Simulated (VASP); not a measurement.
# MgS (F-43m) in VASP: notebook, part 2 of 2

VASP 6.6.1. Earlier steps stand in the parts before.

### 4 Single point, LDA

INCAR

```
PREC = Low ; ENCUT = 450
EDIFF = 1E-6 ; ISMEAR = 0
SIGMA = 0.05 ; LREAL = False
LASPH = True ; NELM = 100
ALGO = Normal ; ISIF = 2
LWAVE = False ; LCHARG = False
ADDGRID = False
```

KPOINTS

```
Automatic mesh
0
Gamma
  5 5 5
```

POSCAR

```
MgS
1.0
    0.0000000000      2.8331200468      2.8331200468
    2.8331200468      0.0000000000      2.8331200468
    2.8331200468      2.8331200468      0.0000000000
S Mg
1 1
Direct
    0.2500000000      0.2500000000      0.2500000000
    0.0000000000      0.0000000000      0.0000000000
```

Potentials or basis: VASP PAW LDA potentials, release 64 (S, Mg).

Run with:

```
$ cat potpaw_LDA.64/S/POTCAR potpaw_LDA.64/Mg/POTCAR > POTCAR
$ mpirun -np 1 vasp_std > vasp.out
```

OUTCAR:

```text
PREC = Low
   ENCUT = 450
   EDIFF = 1E-6
   ISMEAR = 0
   LREAL = False
   LASPH = True
   NELM = 100
   ISIF = 2

 Found     10 irreducible k-points:

 Following reciprocal coordinates:
            Coordinates               Weight
  0.000000  0.000000  0.000000      1.000000
  0.200000  0.000000  0.000000      8.000000
  0.400000  0.000000  0.000000      8.000000
  0.200000  0.200000  0.000000      6.000000
  0.400000  0.200000  0.000000     24.000000
 -0.400000  0.200000  0.000000     24.000000
   k-points           NKPTS =     10   k-points in BZ     NKDIM =     10   number of bands    NBANDS=      8
   number of dos      NEDOS =    301   number of ions     NIONS =      2
   total plane-waves  NPLWV =  13824
   dimension x,y,z NGX =    24 NGY =   24 NGZ =   24
   dimension x,y,z NGXF=    24 NGYF=   24 NGZF=   24
   ions per type =               1   1
   NGX,Y,Z   is equivalent  to a cutoff of   9.96,  9.96,  9.96 a.u.
   NGXF,Y,Z  is equivalent  to a cutoff of   9.96,  9.96,  9.96 a.u.
 SYSTEM =  unknown system
   PREC   = low       normal or accurate (medium, high low for compatibility)
   ISTART =      0    job   : 0-new  1-cont  2-samecut
   ICHARG =      2    charge: 1-file 2-atom 10-const
   ISPIN  =      1    spin polarized calculation?
   LNONCOLLINEAR =      F non collinear calculations
   LSORBIT =      F    spin-orbit coupling
   LASPH  =      T    aspherical Exc in radial PAW
   ENCUT  =  450.0 eV  33.07 Ry    5.75 a.u.   6.93  6.93  6.93*2*pi/ulx,y,z
   NELM   =    100;   NELMIN=  2; NELMDL= -5     # of ELM steps
   EDIFF  = 0.1E-05   stopping-criterion for ELM
   LREAL  =      F    real-space projection
   EDIFFG = 0.1E-04   stopping-criterion for IOM
   NSW    =      0    number of steps for IOM
   IBRION =     -1    ionic relax: 0-MD 1-quasi-New 2-CG
   NFREE  =      0    steps in history (QN), initial steepest desc. (CG)
   ISIF   =      2    stress and relaxation
   ISYM   =      2    0-nonsym 1-usesym 2-fastsym
   POTIM  = 0.5000    time-step for ionic-motion
   TEBEG  =    0.0;   TEEND  =   0.0 temperature during run
   PSTRESS=    0.0 pullay stress
   NELECT =       8.0000    total number of electrons
   NUPDOWN=      -1.0000    fix difference up-down
   EMIN   =  10.00;   EMAX   =-10.00  energy-range for DOS
   EFERMI =   0.00;   METHOD = LEGACY
   ISMEAR =     0;   SIGMA  =   0.05  broadening in eV -4-tet -1-fermi 0-gaus
   EFERMI_NEDOS =   21; number of points for ismear=-14 and -15
   IALGO  =     38    algorithm
   IMIX   =      4    mixing-type and parameters
     AMIX     =   0.40;   BMIX     =  1.00
     AMIX_MAG =   1.60;   BMIX_MAG =  1.00
  volume/ion in A,a.u.               =      22.74       153.46
  Fermi-wavevector in a.u.,A,eV,Ry     =   0.917269  1.733386 11.447692  0.841382
  Thomas-Fermi vector in A             =   2.042218
   LORBIT       =      0    0 simple, 1 ext, 2 COOP (PROOUT), +10 PAW based schemes
   GGA     = CA    functional components
   LHFCALC =     F    Hartree Fock is set to
   AEXX    =    0.0000 exact exchange contribution
   IVDW    =     0    specifies the selected vdW correction
   LEPSILON=     F    determine dielectric tensor
   LRPA    =     F    only Hartree local field effects (RPA)
 non-spin polarized calculation
 Gauss-broadening in eV      SIGMA  =   0.05
  energy-cutoff  :      450.00
  volume of cell :       45.48
 maximum number of plane-waves:       990
   NGX = 13   NGY = 13   NGZ = 13

 number of electron       7.9999870 magnetization

 Free energy of the ion-electron system (eV)
  ---------------------------------------------------
  ext. energy  EPLUGINS =         0.00000000
  ---------------------------------------------------
  free energy    TOTEN  =        -9.37452930 eV

  energy without entropy =       -9.37452930  energy(sigma->0) =       -9.37452930

 E-fermi :   1.1513     XC(G=0):  -8.7519

 val. band max:        0.8827660608   @ k =   0.0000   0.0000   0.0000
 cond. band min:       4.0638619193   @ k =   0.0000   0.0000   0.0000
 fundamental gap:      3.1810958585
 Fermi energy:         1.1513495316

 k-point     1 :       0.0000    0.0000    0.0000
  band No.  band energies     occupation
      1     -10.3478      2.00000
      2       0.8828      2.00000
      3       0.8828      2.00000
      4       0.8828      2.00000
      5       4.0639      0.00000
      6       8.6410      0.00000
      7       8.6410      0.00000
      8       8.6410      0.00000

 k-point     2 :       0.2000    0.0000    0.0000
  band No.  band energies     occupation
      1     -10.1313      2.00000
      2      -0.5540      2.00000
      3       0.7575      2.00000
      4       0.7575      2.00000
      5       5.3349      0.00000
      6       8.3672      0.00000
      7       8.9160      0.00000
      8       8.9160      0.00000

 k-point     3 :       0.4000    0.0000    0.0000
  band No.  band energies     occupation
      1      -9.7273      2.00000
      2      -2.0922      2.00000
      3       0.5774      2.00000
      4       0.5775      2.00000
      5       5.7664      0.00000
      6       8.4482      0.00000
      7       8.4482      0.00000
      8       9.0950      0.00000

 k-point     4 :       0.2000    0.2000    0.0000
  band No.  band energies     occupation
      1     -10.0599      2.00000
      2      -0.5014      2.00000
      3       0.4657      2.00000
      4       0.4657      2.00000
      5       5.7123      0.00000
      6       7.5081      0.00000
      7       9.1913      0.00000
      8       9.6649      0.00000

 k-point     5 :       0.4000    0.2000    0.0000
  band No.  band energies     occupation
      1      -9.7120      2.00000
      2      -1.6138      2.00000
      3       0.0182      2.00000
      4       0.2499      2.00000
      5       6.0914      0.00000
      6       7.5864      0.00000
      7       8.5912      0.00000
      8       9.7573      0.00000

 k-point     6 :      -0.4000    0.2000    0.0000
  band No.  band energies     occupation
      1      -9.5594      2.00000
      2      -1.9877      2.00000
      3      -0.4313      2.00000
      4       0.3720      2.00000
      5       6.5069      0.00000
      6       7.4668      0.00000
      7       9.2415      0.00000
      8       9.5430      0.00000

 [... further k-points ...]

------------------------ aborting loop because EDIFF is reached ----------------------------------------

  FORCE on cell =-STRESS in cart. coord.  units (eV):
  Direction    XX          YY          ZZ          XY          YZ          ZX
  --------------------------------------------------------------------------------------
  -------------------------------------------------------------------------------------
  Total       -0.7118696     -0.7118696     -0.7118696     -0.0000000      0.0000000      0.0000000
  in kB      -25.0776077    -25.0776077    -25.0776077     -0.0000000      0.0000000      0.0000000
  external PRESSURE =     -25.0776077 kB  Pullay stress =       0.0000000 kB

 VOLUME and BASIS-vectors are now :
 -----------------------------------------------------------------------------
  energy-cutoff  :      450.00
  volume of cell :       45.48
      direct lattice vectors                 reciprocal lattice vectors
     0.000000000  2.833120047  2.833120047    -0.176483874  0.176483874  0.176483874
     2.833120047  0.000000000  2.833120047     0.176483874 -0.176483874  0.176483874
     2.833120047  2.833120047  0.000000000     0.176483874  0.176483874 -0.176483874

 POSITION                                       TOTAL-FORCE (eV/Angst)
 -----------------------------------------------------------------------------------
      1.41656      1.41656      1.41656        -0.000000     -0.000000     -0.000000
      0.00000      0.00000      0.00000         0.000000      0.000000      0.000000
 -----------------------------------------------------------------------------------
    total drift:                               -0.000000     -0.000000     -0.000001

  FREE ENERGIE OF THE ION-ELECTRON SYSTEM (eV)
  ---------------------------------------------------
  free  energy   TOTEN  =        -9.3745292976 eV

  energy  without entropy=       -9.3745292976  energy(sigma->0) =       -9.37452930
```

OSZICAR:

```text
N       E                     dE             d eps       ncg     rms          rms(c)
DAV:   1     0.229196572118E+02    0.22920E+02   -0.33506E+03   160   0.705E+02
DAV:   2    -0.868047470949E+01   -0.31600E+02   -0.31600E+02   224   0.104E+02
DAV:   3    -0.993166075245E+01   -0.12512E+01   -0.12512E+01   184   0.284E+01
DAV:   4    -0.993760482363E+01   -0.59441E-02   -0.59441E-02   272   0.232E+00
DAV:   5    -0.993760847984E+01   -0.36562E-05   -0.36562E-05   192   0.557E-02    0.402E+00
DAV:   6    -0.943164224662E+01    0.50597E+00   -0.14919E+00   168   0.564E+00    0.310E+00
DAV:   7    -0.937940986248E+01    0.52232E-01   -0.23271E-01   184   0.233E+00    0.218E+00
DAV:   8    -0.937489202393E+01    0.45178E-02   -0.10116E-02   184   0.832E-01    0.892E-01
DAV:   9    -0.937449185119E+01    0.40017E-03   -0.99070E-04   184   0.210E-01    0.336E-01
DAV:  10    -0.937452681177E+01   -0.34961E-04   -0.44784E-05   224   0.431E-02    0.931E-02
DAV:  11    -0.937452934209E+01   -0.25303E-05   -0.19267E-05   176   0.245E-02    0.394E-02
DAV:  12    -0.937452929757E+01    0.44520E-07   -0.76339E-07    96   0.528E-03
   1 F= -.93745293E+01 E0= -.93745293E+01  d E =-.198945E-15
```

stdout:

```text
POSCAR found type information on POSCAR S Mg
 POSCAR found :  2 types and       2 ions
 scaLAPACK will be used
 LDA part: xc-table for (Slater(with rela. corr.)+CA(PZ))
 , standard interpolation
 POSCAR, INCAR and KPOINTS ok, starting setup
 FFT: planning ... GRIDC
 FFT: planning ... GRID_SOFT
 FFT: planning ... GRID
 WAVECAR not read
 entering main loop
```

It took 2.7 s on 1 thread of Intel Xeon Platinum 8488C (Sapphire Rapids), shared host; peak memory 0.11 GiB.

These settings aren't checked as converged: the numbers below hold their error.

Results:

- Free energy: -9.3745 eV
- Pressure: -2.5 GPa
- Band gap on the k mesh: 3.18 eV, direct

### 5 Single point, LDA

INCAR is that of step 4.

KPOINTS is that of step 4.

POSCAR

```
MgS
1.0
    0.0000000000      2.8331200468      2.8331200468
    2.8331200468      0.0000000000      2.8331200468
    2.8331200468      2.8331200468      0.0000000000
S Mg
1 1
Direct
    0.2346630000      0.2748010000      0.2357280000
   -0.0216520000      0.0237760000     -0.0317750000
```

Potentials or basis: VASP PAW LDA potentials, release 64 (S, Mg).

Run with:

```
$ cat potpaw_LDA.64/S/POTCAR potpaw_LDA.64/Mg/POTCAR > POTCAR
$ mpirun -np 1 vasp_std > vasp.out
```

OUTCAR:

```text
PREC = Low
   ENCUT = 450
   EDIFF = 1E-6
   ISMEAR = 0
   LREAL = False
   LASPH = True
   NELM = 100
   ISIF = 2

 Found     63 irreducible k-points:

 Following reciprocal coordinates:
            Coordinates               Weight
  0.000000  0.000000  0.000000      1.000000
  0.200000  0.000000  0.000000      2.000000
  0.000000  0.200000  0.000000      2.000000
  0.000000  0.000000  0.200000      2.000000
  0.200000  0.200000  0.200000      2.000000
  0.400000  0.000000  0.000000      2.000000
   k-points           NKPTS =     63   k-points in BZ     NKDIM =     63   number of bands    NBANDS=      8
[... 142 lines left out ...]

  FORCE on cell =-STRESS in cart. coord.  units (eV):
  Direction    XX          YY          ZZ          XY          YZ          ZX
  --------------------------------------------------------------------------------------
  -------------------------------------------------------------------------------------
  Total       -0.6653565     -0.6820505     -0.6434561     -0.0604043     -0.2695422     -0.3567473
  in kB      -23.4390524    -24.0271443    -22.6675506     -2.1279113     -9.4953830    -12.5674267
  external PRESSURE =     -23.3779158 kB  Pullay stress =       0.0000000 kB

 VOLUME and BASIS-vectors are now :
 -----------------------------------------------------------------------------
  energy-cutoff  :      450.00
  volume of cell :       45.48
      direct lattice vectors                 reciprocal lattice vectors
     0.000000000  2.833120047  2.833120047    -0.176483874  0.176483874  0.176483874
     2.833120047  0.000000000  2.833120047     0.176483874 -0.176483874  0.176483874
     2.833120047  2.833120047  0.000000000     0.176483874  0.176483874 -0.176483874

 POSITION                                       TOTAL-FORCE (eV/Angst)
 -----------------------------------------------------------------------------------
      1.44639      1.33267      1.44337        -0.256483     -0.340960     -0.046289
      2.81046      5.51487      2.83914         0.256483      0.340960      0.046289
 -----------------------------------------------------------------------------------
    total drift:                                0.000000     -0.000517      0.000397

  FREE ENERGIE OF THE ION-ELECTRON SYSTEM (eV)
  ---------------------------------------------------
  free  energy   TOTEN  =        -9.3553998017 eV

  energy  without entropy=       -9.3553998017  energy(sigma->0) =       -9.35539980
```

OSZICAR:

```text
N       E                     dE             d eps       ncg     rms          rms(c)
DAV:   1     0.206183216415E+02    0.20618E+02   -0.32614E+03  1032   0.690E+02
DAV:   2    -0.881189443049E+01   -0.29430E+02   -0.28221E+02  1368   0.101E+02
DAV:   3    -0.991697441471E+01   -0.11051E+01   -0.11051E+01  1224   0.268E+01
DAV:   4    -0.992276754226E+01   -0.57931E-02   -0.57931E-02  1720   0.222E+00
DAV:   5    -0.992277042864E+01   -0.28864E-05   -0.28864E-05  1160   0.486E-02    0.402E+00
DAV:   6    -0.941294489618E+01    0.50983E+00   -0.15018E+00  1016   0.566E+00    0.309E+00
DAV:   7    -0.936033537577E+01    0.52610E-01   -0.23575E-01  1104   0.234E+00    0.220E+00
DAV:   8    -0.935579694944E+01    0.45384E-02   -0.10505E-02  1192   0.846E-01    0.916E-01
DAV:   9    -0.935536326539E+01    0.43368E-03   -0.10768E-03  1208   0.217E-01    0.336E-01
DAV:  10    -0.935539741896E+01   -0.34154E-04   -0.46944E-05  1408   0.443E-02    0.905E-02
DAV:  11    -0.935539980665E+01   -0.23877E-05   -0.17515E-05  1184   0.237E-02    0.340E-02
DAV:  12    -0.935539980172E+01    0.49382E-08   -0.66103E-07   656   0.513E-03
   1 F= -.93553998E+01 E0= -.93553998E+01  d E =-.647191E-13
```

stdout:

```text
POSCAR found type information on POSCAR S Mg
 POSCAR found :  2 types and       2 ions
 scaLAPACK will be used
 LDA part: xc-table for (Slater(with rela. corr.)+CA(PZ))
 , standard interpolation
 POSCAR, INCAR and KPOINTS ok, starting setup
 FFT: planning ... GRIDC
 FFT: planning ... GRID_SOFT
 FFT: planning ... GRID
 WAVECAR not read
 entering main loop
```

It took 7.6 s on 1 thread of Intel Xeon Platinum 8488C (Sapphire Rapids), shared host; peak memory 0.12 GiB.

These settings aren't checked as converged: the numbers below hold their error.

What came out:

| Item | Value |
| --- | --- |
| Free energy | -9.3554 eV |
| Pressure | -2.3 GPa |
| Largest force | 0.429 eV/Å |
| Band gap on the k mesh | 3.06 eV, direct |

### 6 Single point, LDA

INCAR: that of step 5 with these lines changed.

```diff
@@ -1,2 +1,2 @@
-PREC = Low ; ENCUT = 450
+PREC = Normal ; ENCUT = 450
 EDIFF = 1E-6 ; ISMEAR = 0
```

KPOINTS is that of step 5.

POSCAR

```
MgS
1.0
    0.0000000000      2.8331200468      2.8331200468
    2.8331200468      0.0000000000      2.8331200468
    2.8331200468      2.8331200468      0.0000000000
S Mg
1 1
Direct
    0.2500000000      0.2500000000      0.2500000000
    0.0000000000      0.0000000000      0.0000000000
```

Potentials or basis: VASP PAW LDA potentials, release 64 (S, Mg).

Run with:

```
$ cat potpaw_LDA.64/S/POTCAR potpaw_LDA.64/Mg/POTCAR > POTCAR
$ mpirun -np 1 vasp_std > vasp.out
```

Run time: 2.2 s. Hardware: 1 thread of Intel Xeon Platinum 8488C (Sapphire Rapids), shared host; peak memory 0.12 GiB.

The run converged, but some of its settings lie outside the range that counts as converged, so its numbers aren't taken as properties of the crystal.

Results:

```
Free energy            : -9.3747 eV
Pressure               : -2.5 GPa
Band gap on the k mesh : 3.18 eV, direct
```

### 7 The reference run

An earlier run on the cell as given: functional PBEsol; potentials or basis VASP PAW PBE potentials, release 64 (S, Mg); cutoff 520 eV; k mesh 8 × 8 × 8; occupations fermi-dirac, width 0.05 eV; no spin polarisation.

* Pressure: -0.5 GPa
* Band gap on the k mesh: 3.29 eV, direct
